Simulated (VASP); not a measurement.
# Which native defect does CuTe form most easily?, part 2 of 8

Aim: formation energies of the vacancies and antisites of CuTe, in the two limits of its composition. The start is a cell from a database of measured crystal structures.

VASP 6.6.1, plane waves and PAW; the level of theory is named at each step.

So far. Step 2 (The host at zero pressure): The run ended after 28 ionic steps, 0.066 eV below its first step, once forces and stress met EDIFFG = -0.02. Step 2 (The host at zero pressure): An edge changed by 4 % against the database cell. In a metal the coarse mesh may share the blame.

## 3. The perfect supercell

Level of this step: PBEsol, no spin polarisation; plane waves and PAW (Te, Cu) (VASP).

System of this step: CuTe. Symmetry: Pmmn, No. 59, orthorhombic system. The conventional cell has a = 3.284 Å, b = 3.945 Å, c = 6.860 Å, α = 90.00°, β = 90.00°, γ = 90.00°. Nearest to Te lie 4 Cu at 2.58 to 2.66 Å. Nearest to Cu lie 4 Te at 2.58 to 2.66 Å and 4 Cu at 2.60 Å. Farther neighbours and most contacts between anions are not listed.

The same cell, mesh and cutoff without the defect give the energy to subtract and, in a gapped host, the band edges to count from, so that most errors cancel.

INCAR reads:

```
SYSTEM = CuTe
PREC = Normal
ENCUT = 300
EDIFF = 1E-05
NELM = 120
ISMEAR = 1
SIGMA = 0.2
LREAL = Auto
ALGO = Fast
GGA = PS
LORBIT = 11
LWAVE = .FALSE.
LCHARG = .FALSE.
KPAR = 4
NCORE = 2
```

POSCAR reads:

```
CuTe
1.0
   -3.2835869093      3.9448573252      6.8595590234
    3.2835869093     -3.9448573252      6.8595590234
    6.5671738186      7.8897146504    -13.7191180468
Te Cu
16 16
Direct
    0.6365031677      0.6365031677      0.2500000000
    0.1365031677      0.1365031677      0.2500000000
    0.1365031677      0.6365031677      0.5000000000
    0.6365031677      0.1365031677      0.5000000000
    0.6365031677      0.6365031677      0.7500000000
    0.1365031677      0.1365031677      0.7500000000
    0.1365031677      0.6365031677      0.0000000000
    0.6365031677      0.1365031677      0.0000000000
    0.1134968323      0.1134968323      0.0000000000
    0.6134968323      0.6134968323      0.0000000000
    0.6134968323      0.1134968323      0.2500000000
    0.1134968323      0.6134968323      0.2500000000
    0.1134968323      0.1134968323      0.5000000000
    0.6134968323      0.6134968323      0.5000000000
    0.6134968323      0.1134968323      0.7500000000
    0.1134968323      0.6134968323      0.7500000000
    0.2657645417      0.5157645416      0.1250000000
    0.7657645416      0.0157645417      0.1250000000
    0.7657645417      0.5157645416      0.3750000000
    0.2657645416      0.0157645417      0.3750000000
    0.2657645417      0.5157645416      0.6250000000
    0.7657645416      0.0157645417      0.6250000000
    0.7657645417      0.5157645416      0.8750000000
    0.2657645417      0.0157645416      0.8750000000
    0.4842354584      0.2342354584      0.1250000000
    0.9842354584      0.7342354584      0.1250000000
    0.9842354584      0.2342354584      0.3750000000
    0.4842354583      0.7342354584      0.3750000000
    0.4842354583      0.2342354584      0.6250000000
    0.9842354584      0.7342354584      0.6250000000
    0.9842354584      0.2342354583      0.8750000000
    0.4842354584      0.7342354583      0.8750000000
```

KPOINTS reads:

```
Automatic mesh
0
Gamma
4 4 4
0 0 0
```

The projector-augmented-wave data sets are Te and Cu (PBE family, release 64).

Command:

```bash
$ mpirun -np 8 vasp_std
```

The log of the run:

```text
[banner, memory and clock lines left out]
running    8 mpi-ranks, on    1 nodes
 distrk:  each k-point on    2 cores,    4 groups
 distr:  one band on    2 cores,    1 groups

 POSCAR found type information on POSCAR TeCu
 POSCAR found :  2 types and      32 ions
 [... a notice as in an earlier step ...]

 LDA part: xc-table for (Slater+PW92), standard interpolation
 POSCAR, INCAR and KPOINTS ok, starting setup
 FFT: planning ... GRIDC
 FFT: planning ... GRID_SOFT
 FFT: planning ... GRID
 WAVECAR not read
 entering main loop
       N       E                     dE             d eps       ncg     rms          rms(c)
DAV:   1     0.208426374266E+04    0.20843E+04   -0.74801E+04  7824   0.123E+03
DAV:   2     0.153156174834E+03   -0.19311E+04   -0.18743E+04  7830   0.357E+02
DAV:   3    -0.118731513365E+03   -0.27189E+03   -0.25356E+03  9348   0.162E+02
DAV:   4    -0.143087254396E+03   -0.24356E+02   -0.23557E+02 12272   0.531E+01
DAV:   5    -0.143764967295E+03   -0.67771E+00   -0.67187E+00 12288   0.119E+01    0.469E+01
RMM:   6    -0.146367682183E+03   -0.26027E+01   -0.33918E+02  8889   0.101E+02    0.322E+01
RMM:   7    -0.126960986115E+03    0.19407E+02   -0.97198E+01  7945   0.604E+01    0.126E+01
RMM:   8    -0.127304872709E+03   -0.34389E+00   -0.76988E+00  8324   0.123E+01    0.531E+00
RMM:   9    -0.126921061790E+03    0.38381E+00   -0.27225E+00  8832   0.753E+00    0.716E-01
RMM:  10    -0.127005011514E+03   -0.83950E-01   -0.10613E+00 11467   0.277E+00    0.718E-01
RMM:  11    -0.126998405409E+03    0.66061E-02   -0.86164E-02 10344   0.668E-01    0.724E-01
RMM:  12    -0.126997280937E+03    0.11245E-02   -0.44172E-02  9336   0.109E+00    0.489E-01
RMM:  13    -0.126993020321E+03    0.42606E-02   -0.40616E-02  9138   0.700E-01    0.129E-01
RMM:  14    -0.126994091204E+03   -0.10709E-02   -0.11037E-02 10886   0.225E-01    0.162E-01
RMM:  15    -0.126994946077E+03   -0.85487E-03   -0.26685E-03 11316   0.102E-01    0.307E-01
RMM:  16    -0.126994699330E+03    0.24675E-03   -0.17369E-04  8825   0.442E-02    0.319E-01
RMM:  17    -0.126993759900E+03    0.93943E-03   -0.20228E-03 11349   0.885E-02    0.194E-01
RMM:  18    -0.126993607045E+03    0.15286E-03   -0.52073E-04  9977   0.610E-02    0.108E-01
RMM:  19    -0.126993621563E+03   -0.14519E-04   -0.27212E-04  9417   0.283E-02    0.590E-02
RMM:  20    -0.126993603801E+03    0.17763E-04   -0.35449E-05  6746   0.303E-02    0.371E-02
RMM:  21    -0.126993593477E+03    0.10324E-04   -0.40280E-05  6387   0.210E-02    0.178E-02
RMM:  22    -0.126993594193E+03   -0.71563E-06   -0.80434E-06  5302   0.964E-03
   1 F= -.12699359E+03 E0= -.12699383E+03  d E =0.694136E-03
```

Run time: 2 min. Hardware: 8 MPI ranks of Intel Xeon 6975P-C (Granite Rapids), shared host; peak memory 3.9 GiB.

From OUTCAR (step 3):

```text
  LATTYP: Found a base centered monoclinic cell.
 ALAT       =    10.2652505682
 B/A-ratio  =     1.3364620723
 C/A-ratio  =     1.0000000000
 COS(beta)  =    -0.1814449187

 Subroutine GETGRP returns: Found  4 space group operations
 (whereof  2 operations were pure point group operations)

The static configuration has the point symmetry C_2 .
 The point group associated with its full space group is C_2h.

 Found     24 irreducible k-points:

   k-points           NKPTS =     24   k-points in BZ     NKDIM =     24   number of bands    NBANDS=    163

   dimension x,y,z NGX =    36 NGY =   36 NGZ =   80
   dimension x,y,z NGXF=    72 NGYF=   72 NGZF=  160

   ENCUT  =  300.0 eV  22.05 Ry    4.70 a.u.  12.10 12.10 24.20*2*pi/ulx,y,z

   NELECT =     272.0000    total number of electrons

 E-fermi :   6.4457

 k-point     1 :       0.0000    0.0000    0.0000
  band No.  band energies     occupation
    ...
    133       5.7816      2.00003
    134       5.8137      2.00007
    135       5.8137      2.00007
    136       6.2749      2.00515
    137       6.2749      2.00515
    138       7.0783     -0.00007
    139       7.0985     -0.00004
    140       7.0985     -0.00004
    141       7.3262     -0.00000
    142       8.2014     -0.00000
    ...

 k-point     2 :       0.2500   -0.0000    0.0000
  band No.  band energies     occupation
    ...
    132       5.6069      2.00000
    133       5.6980      2.00000
    134       6.0596      2.01991
    135       6.0726      2.02410
    136       6.2792      1.99567
    137       6.5489      0.24242
    138       6.5490      0.24173
    139       6.5816      0.09471
    140       6.6501     -0.05455
    141       7.5144     -0.00000
    ...

  Total       -5.5576185     -4.0460413      0.9876421     -0.0763783      0.0000000      0.0000000
  in kB      -12.5266030     -9.1195811      2.2260974     -0.1721530      0.0000000      0.0000000
  external PRESSURE =      -6.4733622 kB  Pullay stress =       0.0000000 kB

  energy-cutoff  :      300.00
  volume of cell :      710.83
      direct lattice vectors                 reciprocal lattice vectors
    -3.283586909  3.944857325  6.859559023     0.000000000  0.126747296  0.072890983
     3.283586909 -3.944857325  6.859559023     0.152272504  0.000000000  0.072890983
     6.567173819  7.889714650-13.719118047     0.076136252  0.063373648  0.000000000

 POSITION                                       TOTAL-FORCE (eV/Angst)
 -----------------------------------------------------------------------------------
      1.64179      1.97243      5.30248        -0.000000      0.000000      0.152654
      1.64179      1.97243     -1.55708        -0.000000      0.000000      0.152654
      4.92538      1.97243     -1.55708        -0.000000      0.000000      0.152654
      1.64179      5.91729     -1.55708        -0.000000      0.000000      0.152654
      4.92538      5.91729     -1.55708        -0.000000      0.000000      0.152654
      4.92538      5.91729     -8.41664        -0.000000      0.000000      0.152654
      1.64179     -1.97243      5.30248        -0.000000      0.000000      0.152654
     -1.64179      1.97243      5.30248        -0.000000      0.000000      0.152654
      0.00000      0.00000      1.55708         0.000000     -0.000000     -0.152654
      0.00000      0.00000      8.41664         0.000000     -0.000000     -0.152654
     -0.00000      3.94486      1.55708         0.000000     -0.000000     -0.152654
      3.28359      0.00000      1.55708         0.000000     -0.000000     -0.152654
      3.28359      3.94486     -5.30248         0.000000     -0.000000     -0.152654
      3.28359      3.94486      1.55708         0.000000     -0.000000     -0.152654
      3.28359      7.88971     -5.30248         0.000000     -0.000000     -0.152654
      6.56717      3.94486     -5.30248         0.000000     -0.000000     -0.152654
      1.64179      0.00000      3.64606         0.000000      0.000000      0.022140
     -1.64179      3.94486      3.64606         0.000000     -0.000000      0.022140
      1.64179      3.94486      3.64606        -0.000000     -0.000000      0.022140
      1.64179      3.94486     -3.21350         0.000000     -0.000000      0.022140
      4.92538      3.94486     -3.21350        -0.000000     -0.000000      0.022140
      1.64179      7.88971     -3.21350         0.000000     -0.000000      0.022140
      4.92538      7.88971     -3.21350         0.000000     -0.000000      0.022140
      4.92538      7.88971    -10.07306         0.000000     -0.000000      0.022140
      0.00000      1.97243      3.21350        -0.000000      0.000000     -0.022140
     -0.00000      1.97243     10.07306         0.000000      0.000000     -0.022140
      0.00000      5.91729      3.21350        -0.000000      0.000000     -0.022140
      3.28359      1.97243      3.21350         0.000000      0.000000     -0.022140
      3.28359      5.91729     -3.64606        -0.000000      0.000000     -0.022140
      3.28359      5.91729      3.21350         0.000000      0.000000     -0.022140
      3.28359      9.86214     -3.64606        -0.000000     -0.000000     -0.022140
      6.56717      5.91729     -3.64606         0.000000      0.000000     -0.022140
 -----------------------------------------------------------------------------------
    total drift:                                0.000000     -0.000000     -0.000001

  FREE ENERGIE OF THE ION-ELECTRON SYSTEM (eV)
  ---------------------------------------------------
  free  energy   TOTEN  =      -126.9935941927 eV

  energy  without entropy=     -126.9942883290  energy(sigma->0) =     -126.99382557

 total charge
# of ion       s       p       d       tot
------------------------------------------
    1        1.398   1.888   0.058   3.344
    2        1.398   1.888   0.058   3.344
    3        1.398   1.888   0.058   3.344
    4        1.398   1.888   0.058   3.344
    5        1.398   1.888   0.058   3.344
    6        1.398   1.888   0.058   3.344
    7        1.398   1.888   0.058   3.344
    8        1.398   1.888   0.058   3.344
    9        1.398   1.888   0.058   3.344
   10        1.398   1.888   0.058   3.344
   11        1.398   1.888   0.058   3.344
   12        1.398   1.888   0.058   3.344
   13        1.398   1.888   0.058   3.344
   14        1.398   1.888   0.058   3.344
   15        1.398   1.888   0.058   3.344
   16        1.398   1.888   0.058   3.344
   17        0.413   0.397   9.210  10.020
   18        0.413   0.397   9.210  10.020
   19        0.413   0.397   9.210  10.020
   20        0.413   0.397   9.210  10.020
   21        0.413   0.397   9.210  10.020
   22        0.413   0.397   9.210  10.020
   23        0.413   0.397   9.210  10.020
   24        0.413   0.397   9.210  10.020
   25        0.413   0.397   9.210  10.020
   26        0.413   0.397   9.210  10.020
   27        0.413   0.397   9.210  10.020
   28        0.413   0.397   9.210  10.020
   29        0.413   0.397   9.210  10.020
   30        0.413   0.397   9.210  10.020
   31        0.413   0.397   9.210  10.020
   32        0.413   0.397   9.210  10.020
--------------------------------------------------
tot         28.985  36.547 148.283 213.815

[... 7 further parts left out ...]
```

Numbers from this step:

```
electronic cycles       : 22
electrons               : 272
free energy (TOTEN)     : -126.9936 eV
energy at zero smearing : -126.9938 eV
Fermi energy            : 6.446 eV
```

Force (size) by element, in eV/Å:

```
element  atoms   mean  spread (r.m.s.)  least  largest
     Te     16  0.153            0.000  0.153    0.153
     Cu     16  0.022            0.000  0.022    0.022
```

The atoms with the largest values:

```
atom        x, y, z (Å)         force (eV/Å)
 Te1   1.64, 1.97, 5.30  0.000, 0.000, 0.153
 Te2  1.64, 1.97, -1.56  0.000, 0.000, 0.153
 Te3  4.93, 1.97, -1.56  0.000, 0.000, 0.153
 Te4  1.64, 5.92, -1.56  0.000, 0.000, 0.153
 Te5  4.93, 5.92, -1.56  0.000, 0.000, 0.153
 Te6  4.93, 5.92, -8.42  0.000, 0.000, 0.153
 Te7  1.64, -1.97, 5.30  0.000, 0.000, 0.153
 Te8  -1.64, 1.97, 5.30  0.000, 0.000, 0.153
```

At this mesh and cutoff the unrelaxed perfect cell keeps forces of up to 0.15 eV/Å, which the defect cells can relax away, so the formation energies come out somewhat too low.

The host is treated as a metal, as its relaxation found a gap under 0.3 eV or none, and only the neutral defect is run.

(Continued in part 3 of 8.)

[Lines on the potential files, build, host, timing and source positions are cut from VASP's logs without a mark.]

[Logs are printed without paths, hosts, clocks, repeated set-up lines and the standing remarks that a program may print on its own settings, such as how far it seeks lower states.]

[Hosts, paths, dates, database ids (printed as entryN), source tags and the programs' standing remarks are cut or masked in the printed files.]

[In band tables of VASP the shares of atoms and orbitals are scaled to a sum of 1 inside the atoms' spheres.]

[Runs that stopped without an error message from VASP are left out.]
